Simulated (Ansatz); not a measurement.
**HgTe in Ansatz: the effect of functional**

The system is HgTe.

```
Hg Te
1.0
    -3.02516    3.02516    1.54894
     3.02516   -3.02516    1.54894
     3.02516    3.02516   -1.54894
Hg Te
1 1
Direct
  0.75000 0.25000 0.50000
  0.00000 0.00000 0.00000
```

Measurements of this composition are mostly on another form, of space group No. 216.

The cell isn't the ideal one: volume scaled by 0.98.

Alike in all runs:

| Quantity | Value |
| --- | --- |
| Program | Ansatz 0.2.0 |
| Task | single point |
| Potentials or basis | Ansatz PAW |
| k mesh | 10 × 10 × 10 |
| Occupations | fermi-dirac, width 0.05 eV |
| Spin | no spin polarisation |

Task: One run gave: pressure -4.2 GPa. Which functional did it use?
A. PBEsol
B. LDA
C. r2SCAN

Result: B.

```tsv
functional	cutoff	pressure (GPa)
LDA	420 eV (not typed: the program's choice for these potentials)	-4.2
PBEsol	420 eV (not typed: the program's choice for these potentials)	-2.6
r2SCAN	500 eV (not typed: the program's choice for these potentials)	-0.2
```

Caveats: the PAW data sets come from PBE, with cores solved anew for the run's functional, which leaves a small shift of forces and pressure.

Runs at the PBE level aren't shown here.
